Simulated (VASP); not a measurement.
# Br2 in VASP: notebook

One molecule, Br2, is run at these levels: PBE+D3(BJ); tasks: relaxation of the atoms, vibrations by finite differences.

Everything below comes from runs of VASP 6.6.1. Logs are shortened: lines on timing, memory, paths and dates and some standing lists are left out, and cuts for length are marked.

**1. The structure**

The cell holds a molecule in a box, 2 atoms: a = 12.472 Å, b = 12.972 Å, c = 13.472 Å, α = 90.00°, β = 90.00°, γ = 90.00°.

**2. Relaxation of the atoms, PBE+D3(BJ)**

INCAR reads:

```
SYSTEM = Br
PREC = Accurate
ENCUT = 400
EDIFF = 1E-6
ISMEAR = 0
SIGMA = 0.01
LREAL = .False.
LASPH = .True.
NELM = 100
ALGO = Normal
ISIF = 2
LWAVE = .False.
LCHARG = .False.
GGA = PE
IVDW = 12
IBRION = 2
NSW = 120
EDIFFG = -0.03
ISYM = 0
```

KPOINTS reads:

```
Automatic mesh
0
Gamma
  1 1 1
  0 0 0
```

POSCAR reads:

```
Br
1.0
   12.4722938544      0.0000000000      0.0000000000
    0.0000000000     12.9722938544      0.0000000000
    0.0000000000      0.0000000000     13.4722938544
Br
2
Selective dynamics
Direct
    0.5078502952      0.4603059264      0.5731981456  F F F
    0.4921497048      0.5474028105      0.4268018544  T T T
```

Potentials or basis: VASP PAW PBE potentials, release 64 (Br).

Started as:

```console
> cat potpaw_PBE.64/Br/POTCAR > POTCAR
> mpirun -np 1 vasp_gam > vasp.out
```

OUTCAR:

```text
SYSTEM = Br
   PREC = Accurate
   ENCUT = 400
   EDIFF = 1E-6
   ISMEAR = 0
   LREAL = .False.
   LASPH = .True.
   NELM = 100
   ISIF = 2
   GGA = PE
   IVDW = 12
   IBRION = 2
   NSW = 120
   EDIFFG = -0.03
   ISYM = 0
 IVDW          = 12

 ion  position               nearest neighbor table
   1  0.508  0.460  0.573-   2 2.28
   2  0.492  0.547  0.427-   1 2.28

IMPORTANT INFORMATION: All symmetrisations will be switched off!
NOSYMM: (Re-)initialisation of all symmetry stuff for point group C_1.

----------------------------------------------------------------------------------------

                                     Primitive cell

  volume of cell :    2179.7398

  direct lattice vectors                    reciprocal lattice vectors
    12.472293854  0.000000000  0.000000000     0.080177713  0.000000000  0.000000000
     0.000000000 12.972293854  0.000000000     0.000000000  0.077087369  0.000000000
     0.000000000  0.000000000 13.472293854     0.000000000  0.000000000  0.074226409

  length of vectors
    12.472293854 12.972293854 13.472293854     0.080177713  0.077087369  0.074226409

  position of ions in fractional coordinates (direct lattice)
     0.507850295  0.460305926  0.573198146
     0.492149705  0.547402811  0.426801854

  ion indices of the primitive-cell ions
   primitive index   ion index
                 1           1
                 2           2

----------------------------------------------------------------------------------------

 KPOINTS: Automatic mesh

Automatic generation of k-mesh.
 Grid dimensions read from file:
 generate k-points for:    1    1    1

 Generating k-lattice:

  Cartesian coordinates                     Fractional coordinates (reciprocal lattice)
     0.080177713  0.000000000  0.000000000     1.000000000  0.000000000  0.000000000
     0.000000000  0.077087369  0.000000000     0.000000000  1.000000000  0.000000000
     0.000000000  0.000000000  0.074226409     0.000000000  0.000000000  1.000000000

  Length of vectors
     0.080177713  0.077087369  0.074226409

  Shift w.r.t. Gamma in fractional coordinates (k-lattice)
     0.000000000  0.000000000  0.000000000

 Subroutine IBZKPT returns following result:
 ===========================================

 Found      1 irreducible k-points:

 Following reciprocal coordinates:
            Coordinates               Weight
  0.000000  0.000000  0.000000      1.000000
   k-points           NKPTS =      1   k-points in BZ     NKDIM =      1   number of bands    NBANDS=     11
   number of dos      NEDOS =    301   number of ions     NIONS =      2
   total plane-waves  NPLWV = 680400
   dimension x,y,z NGX =    84 NGY =   90 NGZ =   90
   dimension x,y,z NGXF=   168 NGYF=  180 NGZF=  180
   ions per type =               2
   NGX,Y,Z   is equivalent  to a cutoff of  11.20, 11.53, 11.11 a.u.
   NGXF,Y,Z  is equivalent  to a cutoff of  22.39, 23.07, 22.21 a.u.
 SYSTEM =  Br
   PREC   = accura    normal or accurate (medium, high low for compatibility)
   ISTART =      0    job   : 0-new  1-cont  2-samecut
   ICHARG =      2    charge: 1-file 2-atom 10-const
   ISPIN  =      1    spin polarized calculation?
   LNONCOLLINEAR =      F non collinear calculations
   LSORBIT =      F    spin-orbit coupling
   LASPH  =      T    aspherical Exc in radial PAW
   ENCUT  =  400.0 eV  29.40 Ry    5.42 a.u.  20.34 21.15 21.97*2*pi/ulx,y,z
   NELM   =    100;   NELMIN=  2; NELMDL= -5     # of ELM steps
   EDIFF  = 0.1E-05   stopping-criterion for ELM
   LREAL  =      F    real-space projection
   EDIFFG = -.3E-01   stopping-criterion for IOM
   NSW    =    120    number of steps for IOM
   IBRION =      2    ionic relax: 0-MD 1-quasi-New 2-CG
   NFREE  =      1    steps in history (QN), initial steepest desc. (CG)
   ISIF   =      2    stress and relaxation
   ISYM   =      0    0-nonsym 1-usesym 2-fastsym
   POTIM  = 0.5000    time-step for ionic-motion
   TEBEG  =    0.0;   TEEND  =   0.0 temperature during run
   PSTRESS=    0.0 pullay stress
   NELECT =      14.0000    total number of electrons
   NUPDOWN=      -1.0000    fix difference up-down
   EMIN   =  10.00;   EMAX   =-10.00  energy-range for DOS
   EFERMI =   0.00;   METHOD = LEGACY
   ISMEAR =     0;   SIGMA  =   0.01  broadening in eV -4-tet -1-fermi 0-gaus
   EFERMI_NEDOS =   21; number of points for ismear=-14 and -15
   IALGO  =     38    algorithm
   IMIX   =      4    mixing-type and parameters
     AMIX     =   0.40;   BMIX     =  1.00
     AMIX_MAG =   1.60;   BMIX_MAG =  1.00
  volume/ion in A,a.u.               =    1089.87      7354.81
  Fermi-wavevector in a.u.,A,eV,Ry     =   0.304310  0.575062  1.259960  0.092604
  Thomas-Fermi vector in A             =   1.176283
   LORBIT       =      0    0 simple, 1 ext, 2 COOP (PROOUT), +10 PAW based schemes
   GGA     = PE    functional components
   LHFCALC =     F    Hartree Fock is set to
   AEXX    =    0.0000 exact exchange contribution
   IVDW    =    12    specifies the selected vdW correction
   LEPSILON=     F    determine dielectric tensor
   LRPA    =     F    only Hartree local field effects (RPA)
 conjugate gradient relaxation of ions
 non-spin polarized calculation
 Gauss-broadening in eV      SIGMA  =   0.01
  energy-cutoff  :      400.00
  volume of cell :     2179.74
 maximum number of plane-waves:     19819
 NGX is ok and might be reduce to    84
   NGX = 41   NGY = 43   NGZ = 43

--------------------------------------- Ionic step        1  -------------------------------------------

 number of electron      14.0000000 magnetization

 Free energy of the ion-electron system (eV)
  ---------------------------------------------------
  ext. energy  EPLUGINS =         0.00000000
  ---------------------------------------------------
  free energy    TOTEN  =        -3.01765772 eV

  energy without entropy =       -3.01765772  energy(sigma->0) =       -3.01765772

------------------------ aborting loop because EDIFF is reached ----------------------------------------

 Edisp (eV)   -0.03529

 E8    (eV) :    -0.0158

  FORCE on cell =-STRESS in cart. coord.  units (eV):
  Direction    XX          YY          ZZ          XY          YZ          ZX
  --------------------------------------------------------------------------------------
  -------------------------------------------------------------------------------------
  Total      -0.01644     0.19032     0.62675    -0.03714    -0.37347     0.06478
  in kB      -0.01208     0.13989     0.46068    -0.02730    -0.27451     0.04761
  external pressure =        0.20 kB  Pullay stress =        0.00 kB

 VOLUME and BASIS-vectors are now :
 -----------------------------------------------------------------------------
  energy-cutoff  :      400.00
  volume of cell :     2179.74
      direct lattice vectors                 reciprocal lattice vectors
    12.472293854  0.000000000  0.000000000     0.080177713  0.000000000  0.000000000
     0.000000000 12.972293854  0.000000000     0.000000000  0.077087369  0.000000000
     0.000000000  0.000000000 13.472293854     0.000000000  0.000000000  0.074226409

 POSITION                                       TOTAL-FORCE (eV/Angst)
 -----------------------------------------------------------------------------------
      6.33406      5.97122      7.72229         0.032625     -0.189971      0.330578
      6.13824      7.10107      5.75000        -0.032625      0.189971     -0.330578
 -----------------------------------------------------------------------------------
    total drift:                               -0.000174     -0.000282     -0.000090

  FREE ENERGIE OF THE ION-ELECTRON SYSTEM (eV)
  ---------------------------------------------------
  free  energy   TOTEN  =        -3.0529451140 eV

  energy  without entropy=       -3.0529451140  energy(sigma->0) =       -3.05294511

--------------------------------------- Ionic step        2  -------------------------------------------

 number of electron      13.9999997 magnetization

------------------------ aborting loop because EDIFF is reached ----------------------------------------

 Edisp (eV)   -0.03525

 E8    (eV) :    -0.0158

  FORCE on cell =-STRESS in cart. coord.  units (eV):
  Direction    XX          YY          ZZ          XY          YZ          ZX
  --------------------------------------------------------------------------------------
  -------------------------------------------------------------------------------------
  Total      -0.02112     0.03100     0.14101    -0.00942    -0.09485     0.01648
  in kB      -0.01552     0.02279     0.10365    -0.00693    -0.06971     0.01211
  external pressure =        0.04 kB  Pullay stress =        0.00 kB

 VOLUME and BASIS-vectors are now :
 -----------------------------------------------------------------------------
  energy-cutoff  :      400.00
  volume of cell :     2179.74
      direct lattice vectors                 reciprocal lattice vectors
    12.472293854  0.000000000  0.000000000     0.080177713  0.000000000  0.000000000
     0.000000000 12.972293854  0.000000000     0.000000000  0.077087369  0.000000000
     0.000000000  0.000000000 13.472293854     0.000000000  0.000000000  0.074226409

 POSITION                                       TOTAL-FORCE (eV/Angst)
 -----------------------------------------------------------------------------------
      6.33406      5.97122      7.72229         0.007886     -0.047684      0.082347
      6.13666      7.11023      5.73405        -0.007886      0.047684     -0.082347
 -----------------------------------------------------------------------------------
    total drift:                                0.000097     -0.000924      0.000712

  FREE ENERGIE OF THE ION-ELECTRON SYSTEM (eV)
  ---------------------------------------------------
  free  energy   TOTEN  =        -3.0572979033 eV

  energy  without entropy=       -3.0572979033  energy(sigma->0) =       -3.05729790

--------------------------------------- Ionic step        3  -------------------------------------------

 number of electron      13.9999996 magnetization

 Free energy of the ion-electron system (eV)
  ---------------------------------------------------
  ext. energy  EPLUGINS =         0.00000000
  ---------------------------------------------------
  free energy    TOTEN  =        -3.02237738 eV

  energy without entropy =       -3.02237738  energy(sigma->0) =       -3.02237738

 E-fermi :  -6.5836     XC(G=0):  -0.5438

 val. band max:       -6.6511408817   @ k =   0.0000   0.0000   0.0000
 cond. band min:      -4.4441591966   @ k =   0.0000   0.0000   0.0000
 fundamental gap:      2.2069816851
 Fermi energy:        -6.5836105404

 k-point     1 :       0.0000    0.0000    0.0000
  band No.  band energies     occupation
      1     -21.7880      2.00000
      2     -19.0000      2.00000
      3     -10.6479      2.00000
      4      -8.6421      2.00000
      5      -8.6418      2.00000
      6      -6.6515      2.00000
      7      -6.6511      2.00000
      8      -4.4442      0.00000
      9      -0.4241      0.00000
     10       0.5166      0.00000
     11       0.5522      0.00000

------------------------ aborting loop because EDIFF is reached ----------------------------------------

 Edisp (eV)   -0.03524

 E8    (eV) :    -0.0158

  FORCE on cell =-STRESS in cart. coord.  units (eV):
  Direction    XX          YY          ZZ          XY          YZ          ZX
  --------------------------------------------------------------------------------------
  -------------------------------------------------------------------------------------
  Total      -0.02286    -0.02548    -0.03110     0.00038     0.00365    -0.00062
  in kB      -0.01681    -0.01873    -0.02286     0.00028     0.00268    -0.00046
  external pressure =       -0.02 kB  Pullay stress =        0.00 kB

 VOLUME and BASIS-vectors are now :
 -----------------------------------------------------------------------------
  energy-cutoff  :      400.00
  volume of cell :     2179.74
      direct lattice vectors                 reciprocal lattice vectors
    12.472293854  0.000000000  0.000000000     0.080177713  0.000000000  0.000000000
     0.000000000 12.972293854  0.000000000     0.000000000  0.077087369  0.000000000
     0.000000000  0.000000000 13.472293854     0.000000000  0.000000000  0.074226409

 POSITION                                       TOTAL-FORCE (eV/Angst)
 -----------------------------------------------------------------------------------
      6.33406      5.97122      7.72229        -0.000613      0.001382     -0.003214
      6.13608      7.11360      5.72820         0.000613     -0.001382      0.003214
 -----------------------------------------------------------------------------------
    total drift:                                0.000026     -0.000551     -0.000131

  FREE ENERGIE OF THE ION-ELECTRON SYSTEM (eV)
  ---------------------------------------------------
  free  energy   TOTEN  =        -3.0576185441 eV

  energy  without entropy=       -3.0576185441  energy(sigma->0) =       -3.05761854

 reached required accuracy - stopping structural energy minimisation
```

It took 1.8 min on 1 thread of Intel Xeon 6975P-C (Granite Rapids), shared host; peak memory 1.2 GiB.

Results:

```
Free energy                     : -3.0576 eV
Energy gained by relaxing       : 2.3 meV/atom
Ionic steps                     : 3
Gap between the frontier levels : 2.21 eV
Dispersion energy per atom      : -0.018 eV
```

Step by step:
```
step  energy change (eV)  largest force (eV/Å)  pressure (GPa)
   1              0.0000                0.3827            0.02
   2             -0.0044                0.0955            0.00
   3             -0.0047                0.0036            0.00
```

Final structure:
```xyz
2
Lattice="12.4723 0.0000 0.0000 0.0000 12.9723 0.0000 0.0000 0.0000 13.4723" Properties=species:S:1:pos:R:3 pbc="T T T"
Br    6.3341    5.9712    7.7223
Br    6.1361    7.1136    5.7282
```

As with any semilocal functional, this PBE gap is likely too small.

**3. Vibrations by finite differences, PBE+D3(BJ)**

INCAR reads:

```
SYSTEM = Br
PREC = Accurate ; ENCUT = 400
EDIFF = 1E-7 ; ISMEAR = 0
SIGMA = 0.01 ; LREAL = .FALSE.
LASPH = .TRUE. ; NELM = 100
ALGO = Normal ; ISIF = 2
LWAVE = .FALSE. ; LCHARG = .FALSE.
GGA = PE ; IVDW = 12
IBRION = 5 ; NFREE = 2
POTIM = 0.015 ; NSW = 1
ISYM = 0
```

KPOINTS reads:

```
Automatic mesh
0
G
  1 1 1
  0 0 0
```

POSCAR reads:

```
Br                                      
1.0
   12.4722938544      0.0000000000      0.0000000000
    0.0000000000     12.9722938544      0.0000000000
    0.0000000000      0.0000000000     13.4722938544
  Br            
     2
Selective dynamics
Direct
0.5078502952000008  0.4603059263999967  0.5731981456000028  T T T
0.4919772060519535  0.5483685441836534  0.4251836996055127  T T T
```

Potentials or basis: VASP PAW PBE potentials, release 64 (Br).

Started as:

```console
> cat potpaw_PBE.64/Br/POTCAR > POTCAR
> mpirun -np 1 vasp_gam > vasp.out
```

It took 10 min on 1 thread of Intel Xeon 6975P-C (Granite Rapids), shared host; peak memory 1.3 GiB.

Results (log left out):

- Highest phonon frequency at Γ: 314 cm⁻¹
- Dispersion energy per atom: -0.018 eV

Phonon frequencies in cm⁻¹ (negative: imaginary):
| q point | frequencies |
| --- | --- |
| (0.000, 0.000, 0.000) | -7 -4 0 1 4 314 |
